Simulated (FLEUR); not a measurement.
## LiCl under changes of volume

One of the cells (16.871 Å³/atom); the others are scaled copies at fixed shape and fractional positions:

```
Cl Li
1.0
     0.00000    2.56477    2.56477
     2.56477    0.00000    2.56477
     2.56477    2.56477    0.00000
Cl Li
1 1
Direct
  0.50000 0.50000 0.50000
  0.00000 0.00000 0.00000
```

* Program: FLEUR MaX-R8.1 (later development tree)
* Functional: LDA
* Potentials or basis: all-electron
* Basis: FLAPW
* Kmax: 4.21 1/bohr
* k mesh: 9 × 9 × 9
* Occupations: fermi-dirac, width 0.05 eV
* Spin: no spin polarisation

```csv
volume (Å³/atom),energy over the lowest point (meV/atom),gap on the mesh (eV)
15.859,0.00,6.36
16.196,3.65,6.23
16.871,14.94,5.99
17.546,30.63,5.77
17.883,?,?
```

What does the run at 17.883 Å³/atom give?

Energy over the lowest point 39.81 meV/atom; gap on the mesh 5.67 eV.

Worked out: A Birch-Murnaghan fit of order 2 (a polynomial in V^(-2/3)) to the other rows has no minimum within the range. It gives 39.84 meV/atom at 17.883 Å³/atom, against the run's 39.81. A straight line through the other rows of the gap, of slope -5.83 eV per unit of ln V (its deformation potential), extrapolates to 5.66 eV, against the run's 5.67.

Energies are extrapolated to zero smearing.

Caveats: an odd mesh through Γ misses points on the zone boundary, where band edges often lie.
